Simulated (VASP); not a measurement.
Wanted: the native input for a VASP 6.6.1 run.

```
Task                   : single point
Functional             : PBE
Potentials or basis    : VASP PAW PBE potentials, release 64 (Cu, H)
Cutoff                 : 520 eV
k mesh                 : 14 × 14 × 14
Occupations            : tetrahedron
Spin                   : no spin polarisation
Dipole correction      : no
Further INCAR settings : ALGO = Fast; EDIFF = 1e-06; NBANDS = 17
```

The structure of CuH5 lies in POSCAR:

```
CuH5
1.0
    0.0000000000      2.4305854395      2.4305854395
    2.4305854395      0.0000000000      2.4305854395
    2.4305854395      2.4305854395      0.0000000000
Cu H
1 5
Direct
    0.0000000000      0.0000000000      0.0000000000
    0.7500000000      0.7500000000      0.7500000000
    0.3994970106      0.3994970106      0.8015089682
    0.3994970106      0.8015089682      0.3994970106
    0.8015089682      0.3994970106      0.3994970106
    0.3994970106      0.3994970106      0.3994970106
```

The cell was built by a generator and needn't be a form met in nature.

One way to write it, as run:

INCAR

```
SYSTEM = CuH5
PREC = Accurate ; ENCUT = 520
EDIFF = 1E-6 ; ISMEAR = -5
SIGMA = 0.1 ; LREAL = .False.
LASPH = .True. ; NELM = 100
ALGO = Fast ; ISIF = 2
LWAVE = .False. ; LCHARG = .False.
GGA = PE ; NBANDS = 17
```

KPOINTS

```
Automatic mesh
0
Gamma
  14 14 14
  0 0 0
```

Potentials or basis: VASP PAW PBE potentials, release 64 (Cu, H).

The run is started by

```sh
$ cat potpaw_PBE.64/Cu/POTCAR potpaw_PBE.64/H/POTCAR > POTCAR
$ mpirun -np 1 vasp_std > vasp.out
```

It gave:

* Pressure: -0.3 GPa
* Band gap on the k mesh: none (metal or under the smearing width)

Caveat: tetrahedron occupations give inexact forces and stress in metals.

Run time: 2.1 min on 1 thread of Intel(R) Xeon(R) Platinum 8375C CPU @ 2.90GHz (Ice Lake), with other jobs on the host, peak memory 0.18 GiB.
